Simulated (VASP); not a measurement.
Input and output of a VASP PBE single-point calculation on BN (strained wurtzite)

INCAR

```
ENCUT = 520
NSW = 0
LASPH = .TRUE.
NBANDS = 16
SIGMA = 0.02
LREAL = .FALSE.
ISMEAR = -1
PREC = Accurate
IBRION = -1
NELM = 120
GGA = PE
LCHARG = .FALSE.
ISIF = 2
LWAVE = .FALSE.
EDIFF = 1E-7
```

KPOINTS

```
KPOINTS created by Atomic Simulation Environment
0
Gamma
12 12 6
0 0 0
```

KPOINTS_OPT

```
special points
7
Reciprocal
0.0000000000 0.0000000000 0.0000000000 1
0.5000000000 0.0000000000 0.0000000000 1
0.3333333333 0.3333333333 0.0000000000 1
0.0000000000 0.0000000000 0.5000000000 1
0.5000000000 0.0000000000 0.5000000000 1
0.3333333333 0.3333333333 0.5000000000 1
0.1000000000 0.0000000000 0.0000000000 1
```

POSCAR

```
B  N
 1.0000000000000000
     2.4421919995580175    0.0000000000000000    0.0000000000000000
    -1.2210959997790087    2.1150003125363579    0.0000000000000000
     0.0000000000000000    0.0000000000000000    4.0395027278000004
 B   N
   2   2
Cartesian
 -0.0000000000000000  1.4100002083575718  0.0024942547555246
  1.2210959997790083  0.7050001041787859  2.0222456186555253
 -0.0000000000000000  1.4100002083575718  1.5123192681694755
  1.2210959997790083  0.7050001041787859  3.5320706320694755
```

VASP ran with the recommended PBE PAW datasets (16 valence electrons in the cell).

Command

```
mpirun -np 1 vasp_std
```

OSZICAR

```
N       E                     dE             d eps       ncg     rms          rms(c)
DAV:   1     0.404748893193E+02    0.40475E+02   -0.84894E+03  2440   0.986E+02
DAV:   2    -0.344932307191E+02   -0.74968E+02   -0.70400E+02  3480   0.242E+02
DAV:   3    -0.366627304915E+02   -0.21695E+01   -0.21662E+01  2776   0.374E+01
DAV:   4    -0.366669707632E+02   -0.42403E-02   -0.42400E-02  2968   0.190E+00
DAV:   5    -0.366669806300E+02   -0.98668E-05   -0.98667E-05  2760   0.838E-02    0.106E+01
DAV:   6    -0.345440182382E+02    0.21230E+01   -0.23620E+00  3136   0.141E+01    0.521E+00
DAV:   7    -0.343125894066E+02    0.23143E+00   -0.44621E-01  3184   0.545E+00    0.300E+00
DAV:   8    -0.342784829978E+02    0.34106E-01   -0.57029E-02  2840   0.209E+00    0.285E-01
DAV:   9    -0.342774428853E+02    0.10401E-02   -0.20255E-03  2776   0.544E-01    0.164E-01
DAV:  10    -0.342776854875E+02   -0.24260E-03   -0.38922E-04  2888   0.160E-01    0.250E-02
DAV:  11    -0.342776903566E+02   -0.48691E-05   -0.32849E-05  3080   0.553E-02    0.162E-02
DAV:  12    -0.342776909562E+02   -0.59962E-06   -0.52498E-06  3008   0.234E-02    0.215E-03
DAV:  13    -0.342776910256E+02   -0.69404E-07   -0.14429E-07  1960   0.380E-03
   1 F= -.34277691E+02 E0= -.34277691E+02  d E =-.595676E-12
       N       E                     dE             ncg
DAV:   1     0.247029138566E+04   -0.31694E+04      224
DAV:   2     0.194953130087E+04   -0.52076E+03      320
DAV:   3     0.193500830985E+04   -0.14523E+02      240
DAV:   4     0.193498259882E+04   -0.25711E-01      296
DAV:   5     0.193498252884E+04   -0.69977E-04      232
DAV:   6     0.193498252848E+04   -0.36466E-06      296
DAV:   7     0.193498252848E+04   -0.27269E-08      184
```

From OUTCAR

```
k-points           NKPTS =     76   k-points in BZ     NKDIM =     76   number of bands    NBANDS=     16

   NELECT =      16.0000    total number of electrons

   dimension x,y,z NGX =    18 NGY =   18 NGZ =   30
   dimension x,y,z NGXF=    36 NGYF=   36 NGZF=   60

  energy-cutoff  :      520.00
  volume of cell :       20.86
      direct lattice vectors                 reciprocal lattice vectors
     2.442192000  0.000000000  0.000000000     0.409468216  0.236406584  0.000000000
    -1.221096000  2.115000313  0.000000000     0.000000000  0.472813169  0.000000000
     0.000000000  0.000000000  4.039502728     0.000000000  0.000000000  0.247555223

 k-points in reciprocal lattice and weights: KPOINTS created by Atomic Simulation Env
   0.00000000  0.00000000  0.00000000       0.001
   0.08333333  0.00000000  0.00000000       0.007
   0.16666667  0.00000000  0.00000000       0.007
   0.25000000  0.00000000  0.00000000       0.007
   0.33333333  0.00000000  0.00000000       0.007
   0.41666667 -0.00000000  0.00000000       0.007
   0.50000000  0.00000000  0.00000000       0.003
   0.08333333  0.08333333  0.00000000       0.007
   ...

 E-fermi :   9.6585

 k-point     1 :       0.0000    0.0000    0.0000
  band No.  band energies     occupation
      1     -12.7220      2.00000
      2      -7.9640      2.00000
      3      -2.9736      2.00000
      4       6.7994      2.00000
      5       6.7994      2.00000
      6       8.8457      2.00000
      7       9.2185      2.00000
      8       9.2185      2.00000
      9      18.0742      0.00000
     10      18.0742      0.00000
     11      18.5193      0.00000
     12      20.3192      0.00000
     13      21.9784      0.00000
     14      22.0766      0.00000
     15      22.0766      0.00000
     16      27.0722      0.00000

 k-point     2 :       0.0833    0.0000    0.0000
  band No.  band energies     occupation
      1     -12.5554      2.00000
      2      -7.8324      2.00000
      3      -2.8113      2.00000
      4       6.0511      2.00000
      5       6.4728      2.00000
      6       8.5998      2.00000
      7       8.6892      2.00000
      8       9.0408      2.00000
      9      17.8806      0.00000
     10      18.4195      0.00000
     11      18.7898      0.00000
     12      20.7960      0.00000
     13      22.0599      0.00000
     14      22.5882      0.00000
     15      22.6018      0.00000
     16      26.7515      0.00000

 k-point     3 :       0.1667    0.0000    0.0000
  band No.  band energies     occupation
      1     -12.0597      2.00000
      2      -7.4540      2.00000
      3      -2.3302      2.00000
      4       4.2380      2.00000
      5       5.7138      2.00000
      6       7.0983      2.00000
      7       8.1691      2.00000
      8       8.5518      2.00000
      9      17.4820      0.00000
     10      19.2180      0.00000
     11      19.2297      0.00000
     12      21.5237      0.00000
     13      22.4700      0.00000
     14      23.8814      0.00000
     15      23.9170      0.00000
     16      25.7394      0.00000

 k-point     4 :       0.2500    0.0000    0.0000
  band No.  band energies     occupation
      1     -11.2498      2.00000
      2      -6.8942      2.00000
      3      -1.5546      2.00000
      4       2.0760      2.00000
      5       4.8726      2.00000
      6       5.1828      2.00000
      7       7.3188      2.00000
      8       7.9235      2.00000
      9      17.0402      0.00000
     10      19.2598      0.00000
     11      19.9835      0.00000
     12      21.5616      0.00000
     13      22.8690      0.00000
     14      24.7452      0.00000
     15      25.6385      0.00000
     16      26.2979      0.00000

 k-point     5 :       0.3333    0.0000    0.0000
  band No.  band energies     occupation
      1     -10.1631      2.00000
      2      -6.3445      2.00000
      3      -0.6197      2.00000
      4       0.2207      2.00000
      5       3.2389      2.00000
      6       4.1693      2.00000
      7       6.1584      2.00000
      8       7.3530      2.00000
      9      16.6704      0.00000
     10      18.5514      0.00000
     11      20.3481      0.00000
     12      21.8324      0.00000
     13      22.6129      0.00000
     14      25.9530      0.00000
     15      26.9702      0.00000
     16      27.3151      0.00000

 k-point     6 :       0.4167   -0.0000    0.0000
  band No.  band energies     occupation
      1      -8.9040      2.00000
      2      -6.2724      2.00000
      3      -1.0858      2.00000
      4       0.6725      2.00000
      5       1.6205      2.00000
      6       3.7143      2.00000
      7       4.8642      2.00000
      8       6.9687      2.00000
      9      16.4386      0.00000
     10      17.8104      0.00000
     11      20.4232      0.00000
     12      21.8078      0.00000
     13      23.2356      0.00000
     14      26.1187      0.00000
     15      26.8842      0.00000
     16      28.5303      0.00000

 k-point     7 :       0.5000    0.0000    0.0000
  band No.  band energies     occupation
      1      -8.0302      2.00000
      2      -6.7052      2.00000
      3      -1.2043      2.00000
      4       0.6345      2.00000
      5       1.5378      2.00000
      6       3.5578      2.00000
      7       4.1015      2.00000
      8       6.8342      2.00000
      9      16.3632      0.00000
     10      17.5294      0.00000
     11      20.4204      0.00000
     12      21.7507      0.00000
     13      23.8019      0.00000
     14      25.5658      0.00000
     15      27.1431      0.00000
     16      28.9718      0.00000

 k-point     8 :       0.0833    0.0833    0.0000
  band No.  band energies     occupation
      1     -12.2242      2.00000
      2      -7.5770      2.00000
      3      -2.4893      2.00000
      4       4.9338      2.00000
      5       5.7049      2.00000
      6       7.7295      2.00000
      7       8.3459      2.00000
      8       8.5812      2.00000
      9      17.8999      0.00000
     10      18.6411      0.00000
     11      19.1870      0.00000
     12      21.5005      0.00000
     13      22.4012      0.00000
     14      22.8946      0.00000
     15      23.9406      0.00000
     16      26.2081      0.00000

 k-point     9 :       0.1667    0.0833    0.0000
  band No.  band energies     occupation
      1     -11.5708      2.00000
      2      -7.1032      2.00000
      3      -1.8584      2.00000
      4       3.1220      2.00000
      5       4.5678      2.00000
      6       6.2961      2.00000
      7       7.6900      2.00000
      8       7.8611      2.00000
      9      17.7585      0.00000
     10      19.0113      0.00000
     11      19.7386      0.00000
     12      21.7381      0.00000
     13      23.0218      0.00000
     14      23.9545      0.00000
     15      25.1805      0.00000
     16      26.0386      0.00000

 k-point    10 :       0.2500    0.0833    0.0000
  band No.  band energies     occupation
      1     -10.6196      2.00000
      2      -6.5247      2.00000
      3      -0.9631      2.00000
      4       1.1141      2.00000
      5       3.4709      2.00000
      6       4.6767      2.00000
      7       6.7052      2.00000
      8       7.1778      2.00000
      9      17.3582      0.00000
     10      18.7509      0.00000
     11      20.2678      0.00000
     12      21.9465      0.00000
     13      23.1011      0.00000
     14      25.3925      0.00000
     15      25.8543      0.00000
     16      27.0267      0.00000

 k-point    11 :       0.3333    0.0833    0.0000
  band No.  band energies     occupation
      1      -9.4316      2.00000
      2      -6.1530      2.00000
      3      -0.6187      2.00000
      4       0.2947      2.00000
      5       2.2033      2.00000
      6       3.5575      2.00000
      7       5.4680      2.00000
      8       6.6628      2.00000
      9      17.0106      0.00000
     10      17.8848      0.00000
     11      20.5722      0.00000
     12      22.6254      0.00000
     13      23.1227      0.00000
     14      26.2199      0.00000
     15      26.7662      0.00000
     16      27.4464      0.00000

 k-point    12 :       0.4167    0.0833    0.0000
  band No.  band energies     occupation
      1      -8.2203      2.00000
      2      -6.4563      2.00000
      3      -1.1303      2.00000
      4       0.8822      2.00000
      5       1.4658      2.00000
      6       3.1040      2.00000
      7       4.3023      2.00000
      8       6.3892      2.00000
      9      16.8518      0.00000
     10      17.2831      0.00000
     11      20.6760      0.00000
     12      22.8387      0.00000
     13      23.7570      0.00000
     14      25.7207      0.00000
     15      26.9493      0.00000
     16      28.6527      0.00000

 ...

  Total        8.3704132      8.3704132      8.5455557      0.0000000      0.0000000      0.0000000
  in kB      642.7459296    642.7459296    656.1947446      0.0000000      0.0000000      0.0000000
  external PRESSURE =     647.2288679 kB  Pullay stress =       0.0000000 kB

 POSITION                                       TOTAL-FORCE (eV/Angst)
 -----------------------------------------------------------------------------------
      0.00000      1.41000      0.00249        -0.000000     -0.000000      0.009140
      1.22110      0.70500      2.02225         0.000000      0.000000      0.009140
      0.00000      1.41000      1.51232        -0.000000      0.000000     -0.009140
      1.22110      0.70500      3.53207        -0.000000      0.000000     -0.009140
 -----------------------------------------------------------------------------------
    total drift:                                0.000000      0.000000     -0.000130

  FREE ENERGIE OF THE ION-ELECTRON SYSTEM (eV)
  ---------------------------------------------------
  free  energy   TOTEN  =       -34.2776910256 eV

  energy  without entropy=      -34.2776910256  energy(sigma->0) =      -34.27769103
```

| Quantity | Value |
| --- | --- |
| gap between bands v and c | 4.90 eV |
| least direct gap | 8.84 eV |
| pressure | 64.7 GPa |

Band v is the last that the valence electrons fill when counted band by band, and c is the next.

The run took about 18 s on one core of a shared host (Intel Xeon Platinum 8488C) and held 0.14 GiB at most.
